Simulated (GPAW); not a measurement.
Write an ASE script for GPAW 26.7.0 that does the following.

- Task: single point
- Functional: PBE
- Potentials or basis: GPAW PAW data sets (gpaw-data 1.2.1)
- Cutoff: 600 eV
- Basis: pw
- k mesh: 13 × 13 × 13
- Occupations: gaussian, width 0.023 eV
- Spin: no spin polarisation
- Maxiter: 150

Crystal: Cu.

```
Cu
1.0
     0.00000    1.80750    1.80750
     1.80750    0.00000    1.80750
     1.80750    1.80750    0.00000
Cu
1
Direct
  0.00000 0.00000 0.00000
```

The input as run:

run.py

```python
from ase import Atoms
from ase.dft.bandgap import bandgap
from ase.io import write
from ase.units import Bohr, GPa
from gpaw import GPAW, PW
from gpaw.elf import elf_from_dft_calculation

atoms = Atoms(['Cu'],
              cell=[[0.0, 1.8075, 1.8075],
                    [1.8075, 0.0, 1.8075],
                    [1.8075, 1.8075, 0.0]],
              scaled_positions=[[0.0, 0.0, 0.0]],
              pbc=True)

calc = GPAW(mode=PW(600),
            xc='PBE',
            kpts={'size': (13, 13, 13), 'gamma': True},
            occupations={'name': 'methfessel-paxton', 'order': 0, 'width': 0.023},
            nbands=14,
            convergence={'density': 1e-05, 'energy': 1e-05},
            maxiter=150,
            txt='gpaw.txt')
atoms.calc = calc
energy = atoms.get_potential_energy()
forces = atoms.get_forces()
stress = atoms.get_stress()
calc.write('gs.gpw')
write('result.traj', atoms)
print(f'Energy: {energy:.6f} eV')
print('Forces (eV/A):')
print(forces.round(4))
print('Stress (GPa):', (stress / GPa).round(3))
print('Fermi level:', round(calc.get_fermi_level(), 4), 'eV')
print(f'Gap: {bandgap(calc)[0]:.4f} eV, direct: {bandgap(calc, direct=True)[0]:.4f} eV')

# fields on the real-space grid
write('density.cube', atoms, data=calc.get_pseudo_density() * Bohr**3)
write('potential.cube', atoms, data=calc.get_electrostatic_potential())
write('elf.cube', atoms, data=elf_from_dft_calculation(calc).data)
```

Potentials or basis: GPAW PAW data sets (gpaw-data 1.2.1), pw.

The run is started by

```bash
$ OMP_NUM_THREADS=1 python run.py
```

It gave:

```json
{
 "Pressure": "3.1 GPa",
 "Band gap on the k mesh": "none (metal or under the smearing width)"
}
```

Caveat: with this Cu data set, volumes or pressures lay over 1.5 % or 2 GPa off other programs in two to four cells of ten.

Run time: 11 s on 1 thread of Arm Neoverse V1 (shared host), peak memory 0.13 GiB.
